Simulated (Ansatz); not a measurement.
# SiC: shifting one sublattice

This session takes SiC and sets out to measure how stiffly every Si atom is held.

The COD entry's cell or inner coordinates are ideal or old and differ from later refinements, so a difference from it is no clean test against experiment.

Program: Ansatz 0.2.0. Level of theory: DFT r2SCAN, scalar-relativistic, plane waves, PAW. These are calculated values, not measurements.

### 1 The starting structure

Symmetry: F-43m, No. 216, cubic system. Conventional cell: a = 4.348 Å, b = 4.348 Å, c = 4.348 Å, α = 90.00°, β = 90.00°, γ = 90.00°. Si (site symmetry -43m) has 4 C at 1.88 Å as nearest neighbours. C (site symmetry -43m) is surrounded by 4 Si at 1.88 Å.

As a file:

```xyz
2
Lattice="0.0000 2.1740 2.1740 2.1740 0.0000 2.1740 2.1740 2.1740 0.0000" Properties=species:S:1:pos:R:3 pbc="T T T"
Si    0.0000    0.0000    0.0000
C     3.2610    3.2610    3.2610
```

The cell is taken as given, not relaxed at this level.

### 2 The reference cell

The reference gives a free energy of -891.3335 eV, pressure 1.32 GPa, largest force 0.000 eV/Å and gap on the mesh 1.71 eV. It was computed beforehand with the settings of the runs below.

### 3 The scan: shifting one sublattice

Every Si atom is moved by x along the Cartesian unit vector (0.000, -0.707, -0.707); the cell and all other atoms stay fixed. Forces below are components along that vector, summed over the moved atoms.

### 4 x = -0.500 Å

File input.yaml:

```yaml
crystal:
  lattice:
    - [0.0, 2.174, 2.174]
    - [2.174, 0.0, 2.174]
    - [2.174, 2.174, 0.0]
  atoms:
    - { symbol: Si, position: [0.1626280546, 0.0, 0.0] }
    - { symbol: C, position: [0.75, 0.75, 0.75] }
basis:
  ecutwfc: 500
kpoints:
  mp_grid: { grid: [12, 12, 12] }
hamiltonian:
  xc: r2scan
scf:
  occupations: { method: gaussian, width: 0.05 }
output:
  forces: true
  stress: true
  eigenvalues: true
```

The run is started by

```console
ansatz run input.yaml --threads 1 --pin off --max-ram 2560MiB --backend cpu --events-out ev --progress --plain --runs-dir out
```

### 5 At x = 0.375 Å

input.yaml, as its differences from that of step 4:

```diff
@@ -6,3 +6,3 @@
   atoms:
-    - { symbol: Si, position: [0.1626280546, 0.0, 0.0] }
+    - { symbol: Si, position: [-0.1219710409, 0.0, 0.0] }
     - { symbol: C, position: [0.75, 0.75, 0.75] }
```

### 6 At x = -0.250 Å

input.yaml, as its differences from that of step 5:

```diff
@@ -6,3 +6,3 @@
   atoms:
-    - { symbol: Si, position: [-0.1219710409, 0.0, 0.0] }
+    - { symbol: Si, position: [0.0813140273, 0.0, 0.0] }
     - { symbol: C, position: [0.75, 0.75, 0.75] }
```

### 7 x = 0.125 Å

input.yaml, as its differences from that of step 6:

```diff
@@ -6,3 +6,3 @@
   atoms:
-    - { symbol: Si, position: [0.0813140273, 0.0, 0.0] }
+    - { symbol: Si, position: [-0.0406570136, 0.0, 0.0] }
     - { symbol: C, position: [0.75, 0.75, 0.75] }
```

### 8 At x = 0.438 Å

input.yaml, as its differences from that of step 7:

```diff
@@ -6,3 +6,3 @@
   atoms:
-    - { symbol: Si, position: [-0.0406570136, 0.0, 0.0] }
+    - { symbol: Si, position: [-0.1422995477, 0.0, 0.0] }
     - { symbol: C, position: [0.75, 0.75, 0.75] }
```

### 9 At x = 0.312 Å

input.yaml, as its differences from that of step 8:

```diff
@@ -6,3 +6,3 @@
   atoms:
-    - { symbol: Si, position: [-0.1422995477, 0.0, 0.0] }
+    - { symbol: Si, position: [-0.1016425341, 0.0, 0.0] }
     - { symbol: C, position: [0.75, 0.75, 0.75] }
@@ -20 +20,5 @@
   eigenvalues: true
+  write_density: true
+  write_potential: true
+  elf: true
+  volumetric_format: npy
```

### 10 Point x = 0.188 Å

input.yaml, as its differences from that of step 9:

```diff
@@ -6,3 +6,3 @@
   atoms:
-    - { symbol: Si, position: [-0.1016425341, 0.0, 0.0] }
+    - { symbol: Si, position: [-0.0609855205, 0.0, 0.0] }
     - { symbol: C, position: [0.75, 0.75, 0.75] }
@@ -20,5 +20 @@
   eigenvalues: true
-  write_density: true
-  write_potential: true
-  elf: true
-  volumetric_format: npy
```

### 11 At x = 0.062 Å

input.yaml, as its differences from that of step 10:

```diff
@@ -6,3 +6,3 @@
   atoms:
-    - { symbol: Si, position: [-0.0609855205, 0.0, 0.0] }
+    - { symbol: Si, position: [-0.0203285068, 0.0, 0.0] }
     - { symbol: C, position: [0.75, 0.75, 0.75] }
```

(Steps that only read results are left out.)

**Question.** What will these runs give?

The runs gave:

| quantity | value |
| --- | --- |
| force constant along x, from the points at -0.250, 0 and 0.062 Å | 20.22 eV/Å² |

In words: Near the site the force constant is 20.22 eV/Å². The step of 0.25 Å is wide, so anharmonic terms mix in. The undisturbed cell stays the lowest of the sampled points. The gap on the mesh, 1.71 eV at the start, reads zero at x = -0.500. Where forces pass 15 eV/Å atoms stand far too close, the PAW spheres overlap strongly and those numbers are rough.
